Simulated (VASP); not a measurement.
BaTiO3: evGW0 quasiparticle levels with LDA

Crystal: BaTiO3.

```
Ba Ti O
1.0
     2.82737    1.63238    2.31839
    -2.82737    1.63238    2.31839
     0.00000   -3.26476    2.31839
Ba Ti O
1 1 3
Direct
  0.00000 0.00000 0.00000
  0.48450 0.48450 0.48450
  0.50860 0.01750 0.50860
  0.01750 0.50860 0.50860
  0.50860 0.50860 0.01750
```

```
Program                         : VASP 6.6.1
Task                            : evGW0 quasiparticle levels
Functional                      : LDA
Potentials or basis             : VASP PAW LDA potentials, release 64 (Ba_sv_GW, Ti_sv_GW, O_GW)
Cutoff                          : 500 eV
k mesh                          : 4 × 4 × 4
Occupations                     : gaussian, width 0.01 eV
Spin                            : no spin polarisation
Ladder                          : free
GW scheme                       : evGW0
GW iterations                   : 4
Cutoff of the response function : 150
Frequency points                : 50
Empty bands                     : 267
Further INCAR settings          : ALGO = EVGW0; EDIFF = 1e-08; NBANDS = 287
```

| Item | Value |
| --- | --- |
| Band gap on the k mesh, mean-field level | 2.34 eV, indirect (least direct gap 2.70 eV) |
| Quasiparticle gap | 4.75 eV |
| Least direct quasiparticle gap | 5.04 eV |

Levels at points of the mesh, in eV from the valence-band top:
| k point | band 18 | band 19 | band 20 | band 21 | band 22 | band 23 |
| --- | --- | --- | --- | --- | --- | --- |
| (0.00, 0.00, 0.00) | -0.50 | -0.36 | -0.36 | 2.34 | 2.35 | 4.89 |
| (0.50, 0.00, 0.00) | -1.63 | -0.94 | -0.80 | 2.50 | 3.86 | 7.10 |
| (0.50, 0.50, 0.00) | -0.85 | -0.81 | -0.05 | 3.88 | 3.88 | 4.22 |
| (0.50, 0.50, 0.50) | -0.01 | -0.01 | 0.00 | 4.37 | 6.33 | 6.68 |

Quasiparticle gap after each update of the energies (eV): 4.25, 4.65, 4.73, 4.75

Wall time 26 min on 4 MPI ranks on Intel(R) Xeon(R) Platinum 8559C (Emerald Rapids), with other jobs on the host, peak memory 0.97 GiB a rank.

Caveat: bands, screening cutoff and mesh are small and nothing is extrapolated, so the quasiparticle values aren't converged; spin-orbit coupling is left out, which moves the levels of the heavy elements. A k mesh can miss the band edges.
